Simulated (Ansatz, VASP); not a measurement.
Ti: VASP beside Ansatz

```
CELL_PARAMETERS angstrom
0.00000 2.03000 2.03000
2.03000 0.00000 2.03000
2.03000 2.03000 0.00000
ATOMIC_POSITIONS crystal
Ti 0.00000 0.00000 0.00000
```

This isn't the form of Ti at room conditions, which is hcp.

Alike in both runs: task relaxation of cell and atoms; functional PBE; dispersion D3(BJ); k mesh 18 × 18 × 18; occupations gaussian, width 0.1 eV; no spin polarisation.

```csv
,VASP,Ansatz
version,VASP 6.6.1,Ansatz 0.2.0
potentials or method,"VASP PAW PBE potentials, release 64 (Ti_sv)","scalar-relativistic, plane waves, PAW"
plane-wave cutoff (eV),600,420
valence electrons in the cell,12,12
```

Ansatz gave:

| Item | Value |
| --- | --- |
| gap on the k mesh at the Fermi level, each at its own relaxed structure (eV) | none |
| relaxed volume (Å³/atom) | 16.45 |
| relaxed cell length with the largest relative difference (Å) | 2.855 |
| energy change over the relaxation (meV/atom) | -2 |

Estimate VASP's values.

gap on the k mesh at the Fermi level, each at its own relaxed structure (eV): none; relaxed volume (Å³/atom): 16.40; relaxed cell length with the largest relative difference (Å): 2.852; energy change over the relaxation (meV/atom): -2.

A gap of «none» marks a metal or a gap that the smearing closes.

Caveats: pairwise dispersion overbinds metals, which lowers pressure and volume.
